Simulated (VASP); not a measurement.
Set up this calculation in VASP 6.6.1, as the native input.

- Task: single point
- Functional: PBEsol
- Potentials or basis: VASP PAW PBE potentials, release 64 (Si, C)
- Cutoff: 520 eV
- k mesh: 9 × 3 × 1
- Occupations: gaussian, width 0.03 eV
- Spin: no spin polarisation
- Dipole correction: yes
- Further INCAR settings: LREAL = Auto; ALGO = Normal; EDIFF = 1e-06

The structure of SiC lies in POSCAR:

```
SiC
1.0
    3.0789836900      0.0000000000      0.0000000000
    0.0000000000     10.0795950000      0.0000000000
    0.0000000000      0.0000000000     25.6659096200
Si C
18 18
Direct
    0.4999999400      0.3121010000      0.2922164100
    0.4999999400      0.8121010000      0.2922164100
    0.9999994200      0.5621690000      0.3268469700
    0.5000004000      0.0621690000      0.3614776400
    0.9999998800      0.3121010000      0.3961082100
    0.9999998800      0.8121010000      0.3961082100
    0.4999993600      0.5621690000      0.4307387700
    0.0000003400      0.0621690000      0.4653694400
    0.4999998200      0.3121010000      0.5000000000
    0.4999998200      0.8121010000      0.5000000000
    0.9999993000      0.5621690000      0.5346305600
    0.5000002800      0.0621690000      0.5692612300
    0.9999997600      0.3121010000      0.6038917900
    0.9999997600      0.8121010000      0.6038917900
    0.4999992400      0.5621690000      0.6385223600
    0.0000002200      0.0621690000      0.6731530300
    0.4999997000      0.3121010000      0.7077835900
    0.4999997000      0.8121010000      0.7077835900
    0.4999999400      0.4995440000      0.2922164100
    0.4999999400      0.9995440000      0.2922164100
    0.9999994200      0.7501880000      0.3268469700
    0.5000004000      0.2501880000      0.3614776400
    0.9999998800      0.4995440000      0.3961082100
    0.9999998800      0.9995440000      0.3961082100
    0.4999993600      0.7501880000      0.4307387700
    0.0000003400      0.2501880000      0.4653694400
    0.4999998200      0.4995440000      0.5000000000
    0.4999998200      0.9995440000      0.5000000000
    0.9999993000      0.7501880000      0.5346305600
    0.5000002800      0.2501880000      0.5692612300
    0.9999997600      0.4995440000      0.6038917900
    0.9999997600      0.9995440000      0.6038917900
    0.4999992400      0.7501880000      0.6385223600
    0.0000002200      0.2501880000      0.6731530300
    0.4999997000      0.4995440000      0.7077835900
    0.4999997000      0.9995440000      0.7077835900
```

These files were run (other wordings do the same):

INCAR

```
  PREC = Accurate
  ENCUT = 520
  EDIFF = 1E-6
  ISMEAR = 0
  SIGMA = 0.03
  LREAL = Auto
  LASPH = T
  NELM = 80
  ALGO = Normal
  ISIF = 2
  LWAVE = F
  LCHARG = F
  LDIPOL = T
  IDIPOL = 3
  DIPOL = 0.5 0.5 0.500
  GGA = PS
  LVHAR = T
  LVACPOTAV = T
  ICORELEVEL = 1
  LUSENCCL = F
```

KPOINTS

```
regular mesh
0
Gamma
  9 3 1
```

Potentials or basis: VASP PAW PBE potentials, release 64 (Si, C).

Command:

```bash
$ cat potpaw_PBE.64/Si/POTCAR potpaw_PBE.64/C/POTCAR > POTCAR
$ mpirun -np 1 vasp_std > vasp.out
```

Results of the run:

- Largest force: 2.320 eV/Å
- Band gap on the k mesh: none (metal or under the smearing width)
- Work function of the upper face: 5.60 eV
- Work function of the lower face: 5.60 eV

Caveat: the PAW data sets were made with another functional, which shifts forces and pressure a little.

Wall time 5.4 min on 1 × NVIDIA H100 80GB with 1 thread of AMD EPYC 7R13 Processor (Zen 3), on a shared host, peak memory 1.8 GiB.
